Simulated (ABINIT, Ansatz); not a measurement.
# Quasiparticle gap of AlN (F-43m) in ABINIT, part 3 of 3

How does a plane-wave GW calculation on AlN (F-43m) run from the first input to the gap?

ABINIT 10.8.3; PBE and many-body steps on it, plane waves. Known limits of the many-body steps: not at the basis limit.

So far. Step 4 (Empty states on the mesh, 8×8×8 mesh, 390 bands): On this mesh the gap is 3.325 eV. Step 5 (Screening, 8×8×8 mesh, 382 bands, screening to 435.4 eV): Local fields lower ε∞ by 9 %.

### 6. Self-energy, 8×8×8 mesh, 382 bands, screening to 435.4 eV

The self-energy is evaluated for the states that the input lists, and the levels follow from it, in one-shot runs by the linearised quasiparticle equation.

This step: G0W0 on PBE, plane waves, norm-conserving pseudopotentials.

File run.abi:

```
acell 3*1.0 Angstrom
rprim 
  -0.000000000000 2.183993559600 2.183993559600
  2.183993559600 -0.000000000000 2.183993559600
  2.183993559600 2.183993559600 -0.000000000000
ntypat 2
znucl 13 7
natom 2
typat 1 2
xred 
  0.000000000000 0.000000000000 0.000000000000
  0.750000000000 0.750000000000 0.750000000000
pp_dirpath "pseudos"
pseudos "Al.upf, N.upf"
ecut 36
ngkpt 8 8 8
nshiftk 1
shiftk 0 0 0
kptopt 1
chksymbreak 0
istwfk *1
occopt 1
irdwfk 1
optdriver 4
nband 382
gwcalctyp 0
ecutsigx 36
symsigma 1
nkptgw 2
kptgw 
  0.0000000000 0.0000000000 0.0000000000
  0.5000000000 0.5000000000 0.0000000000
bdgw 
  2 8
  3 6
ecuteps 16
irdscr 1
ppmodel 1
indata_prefix "in"
outdata_prefix "out"
tmpdata_prefix "tmp"
```

On the command line:

```sh
> OMP_NUM_THREADS=1 mpirun -n 4 abinit run.abi > log
```

Numbers of over 12 decimals in the logs are rounded to 6 here.

The program printed:

```text
.Version 10.8.3 of ABINIT. v10.8.2 released Aug 2026.

 Symmetries : space group F-4 3 m (#216); Bravais cF (face-center cubic)
[... echo of the input left out ...]
== DATASET  1 ==================================================================
-   mpi_nproc: 4, omp_nthreads: 1 (-1 if OMP is not activated)

--- !DatasetInfo
iteration_state: {dtset: 1, }
dimensions: {natom: 2, nkpt: 29, mband: 382, nsppol: 1, nspinor: 1, nspden: 1, mpw: 1475, }
cutoff_energies: {ecut:  36.0, pawecutdg:  -1.0, }
electrons: {nelect:   8.00000000E+00, charge:   0.00000000E+00, occopt:   1.00000000E+00, tsmear:   1.00000000E-02, }

 SIGMA: Calculation of the GW corrections

 Based on a program developped by R.W. Godby, V. Olevano, G. Onida, and L. Reining.
 Incorporated in ABINIT by V. Olevano, G.-M. Rignanese, and M. Torrent.
.Using double precision arithmetic ; gwpc =  8

[... cell and pseudopotentials left out ...]
--------------------------------------------------------------------------------

 ==== K-mesh for the wavefunctions ====
 Number of points in the irreducible wedge :    29
[... list of points left out ...]
 Together with 24 symmetry operations and time-reversal symmetry
 yields   512 points in the full Brillouin Zone.

 ==== Q-mesh for screening function ====
 Number of points in the irreducible wedge :    29
[... list of points left out ...]
 Together with 24 symmetry operations and time-reversal symmetry
 yields   512 points in the full Brillouin Zone.

 vcoul_init : cutoff-mode = AUXILIARY_FUNCTION
 q-points for optical limit:   1
     1)      0.000010    0.000020    0.000030
 setmesh: FFT mesh size selected  =    32x   32x   32
          total number of points  =        32768

 Number of electrons calculated from density =    8.0000; Expected =    8.0000
 average of density, n =  0.056900
 r_s =    1.6129
 omega_plasma =   23.0097 [eV]

 === KS Band Gaps ===
  >>>> For spin  1
   Minimum direct gap =   4.1921 [eV], located at k-point      :   0.0000  0.0000  0.0000
   Fundamental gap    =   3.3248 [eV], Top of valence bands at :   0.0000  0.0000  0.0000
                                       Bottom of conduction at :   0.5000  0.5000  0.0000
 SIGMA fundamental parameters:
 PLASMON POLE MODEL  1
 number of plane-waves for SigmaX                 1459
 number of plane-waves for SigmaC and W            411
 number of plane-waves for wavefunctions          1459
 number of bands                                   382
 number of independent spin polarizations            1
 number of spinorial components                      1
 number of k-points in IBZ                          29
 number of q-points in IBZ                          29
 number of symmetry operations                      24
 number of k-points in BZ                          512
 number of q-points in BZ                          512
 number of frequencies for dSigma/dE                 9
 frequency step for dSigma/dE [eV]                0.25
 number of omega for Sigma on real axis              0
 max omega for Sigma on real axis  [eV]           0.00
 zcut for avoiding poles [eV]                     0.10

 EPSILON^-1 parameters (SCR file):
 dimension of the eps^-1 matrix on file            411
 dimension of the eps^-1 matrix used               411
 number of plane-waves for wavefunctions          1459
 number of bands                                   382
 number of q-points in IBZ                          29
 number of frequencies                               2
 number of real frequencies                          1
 number of imag frequencies                          1

 matrix elements of self-energy operator (all in [eV])

 Perturbative Calculation

--- !SelfEnergy_ee
iteration_state: {dtset: 1, }
kpoint     : [   0.000,    0.000,    0.000, ]
spin       : 1
KS_gap     :    4.192
QP_gap     :    5.640
Delta_QP_KS:    1.448
data: !SigmaeeData |
     Band     E0 <VxcDFT>   SigX SigC(E0)      Z dSigC/dE  Sig(E)    E-E0       E
        2   5.159 -16.959 -20.982   2.683   0.784  -0.276 -18.009  -1.050   4.109
        3   5.159 -16.959 -20.982   2.683   0.784  -0.276 -18.009  -1.050   4.109
        4   5.159 -16.959 -20.982   2.683   0.784  -0.276 -18.009  -1.050   4.109
        5   9.351 -12.532  -8.117  -3.927   0.815  -0.227 -12.134   0.398   9.749
        6  17.748  -9.893  -4.100  -5.125   0.822  -0.217  -9.344   0.549  18.297
        7  17.748  -9.893  -4.100  -5.125   0.822  -0.217  -9.344   0.549  18.297
        8  17.748  -9.893  -4.100  -5.125   0.822  -0.217  -9.344   0.549  18.297

--- !SelfEnergy_ee
iteration_state: {dtset: 1, }
kpoint     : [   0.500,    0.500,    0.000, ]
spin       : 1
KS_gap     :    5.100
QP_gap     :    6.696
Delta_QP_KS:    1.596
data: !SigmaeeData |
     Band     E0 <VxcDFT>   SigX SigC(E0)      Z dSigC/dE  Sig(E)    E-E0       E
        3   3.383 -15.431 -20.140   3.037   0.780  -0.282 -16.734  -1.303   2.080
        4   3.383 -15.431 -20.140   3.037   0.780  -0.282 -16.734  -1.303   2.080
        5   8.483  -9.207  -5.053  -3.804   0.836  -0.197  -8.914   0.293   8.776
        6  13.810  -9.462  -4.398  -4.429   0.838  -0.193  -8.930   0.531  14.342

== END DATASET(S) ==============================================================
================================================================================

 -outvars: echo values of variables after computation  --------
           etotal      0.0000000000E+00
            nband         382
             nkpt          29
          spgroup         216
 [... the other variables as echoed above ...]

 Calculation completed.
```

It took 5.5 min on 4 MPI ranks of Arm Neoverse V1, shared host; peak memory 4.4 GiB.

Numbers from this step:

```
G0W0 gap on the points computed              : 4.667 eV
starting gap on the mesh                     : 3.325 eV
k of the valence top                         : 0, 0, 0
k of the conduction bottom                   : 0.5, 0.5, 0
Z at the valence top                         : 0.784
Z at the conduction bottom                   : 0.836
least direct G0W0 gap on the computed points : 5.640 eV
```

The gap on the mesh goes from 3.32 eV to 4.67 eV, a correction of +1.34 eV.

Limits: finite bands, cutoff and mesh. v1 is the top filled band, c1 the lowest empty one. The levels before and after the correction (eV, zero at the valence-band top of each column):

```
           conduction bottom  valence top
Kohn-Sham               3.32         0.00
     G0W0               4.67         0.00
```

```csv
,level,energy (eV)
Kohn-Sham,Γ v3-v1,0.000
Kohn-Sham,Γ c1,4.192
Kohn-Sham,Γ c2-c4,12.589
Kohn-Sham,(0.5 0.5 0) v2-v1,-1.775
Kohn-Sham,(0.5 0.5 0) c1,3.325
Kohn-Sham,(0.5 0.5 0) c2,8.652
G0W0,Γ v3-v1,0.000
G0W0,Γ c1,5.640
G0W0,Γ c2-c4,14.188
G0W0,(0.5 0.5 0) v2-v1,-2.029
G0W0,(0.5 0.5 0) c1,4.667
G0W0,(0.5 0.5 0) c2,10.233
```

### 7. Where the time went

Times are wall times on 4 MPI ranks of Arm Neoverse V1, shared host, good to a factor of about two.

```csv
step,time,share,memory (GiB)
ground state,4.6 s,0 %,0.26
bands along the symmetry lines,3.8 s,0 %,0.24
empty states on the mesh,28 s,1 %,0.73
screening,28 min,82 %,4.5
self-energy,5.5 min,16 %,4.4
```

### 8. Outcome

```
PBE gap              : 3.32 eV, indirect
G0W0 gap on the mesh : 4.67 eV
GW settings          : 8×8×8 mesh, 382 bands, screening to 435.4 eV, Godby-Needs plasmon pole
known limits         : not at the basis limit
```

What this shows: G0W0 moves the gap on the mesh from 3.32 eV to 4.67 eV (+1.34 eV), with Z of 0.78 and 0.84 at the edges. Local fields lower the RPA ε∞ on this mesh from 4.71 to 4.27. Only 2 of the mesh's irreducible points were corrected, so a valley elsewhere could overtake. The dearest step here is «screening». Bands and cutoff are finite, so the gap is not at the basis limit. The miss can reach some tenths of an eV and take either sign; the mesh is an error of its own. In the G0W0 run levels were corrected at 2 k points alone, so a gap called «on the mesh» is the least over those, and an edge elsewhere would be missed.

[Paths, hosts, dates, memory and timing lines, banners, echoed tables and standing remarks are left out of the program output.]

[Logs are printed without paths, hosts, clocks, repeated set-up lines and the standing remarks that a program may print on its own settings, such as how far it seeks lower states.]

[Runs of the session that timed out or met a known fault of the program may be left out.]

[Hosts, paths, dates, database ids (printed as entryN), source tags and the programs' standing remarks are cut or masked in the printed files.]

[G0W0 gaps are taken among the corrected bands and points alone; a level outside them can change the order at an edge.]

[Where Ansatz stands beside ABINIT at settings called matched, ABINIT's density can come from a denser mesh and the files from another edition; pairs whose starting gaps differed by over 0.03 eV were left out, so agreement reads better than it is.]
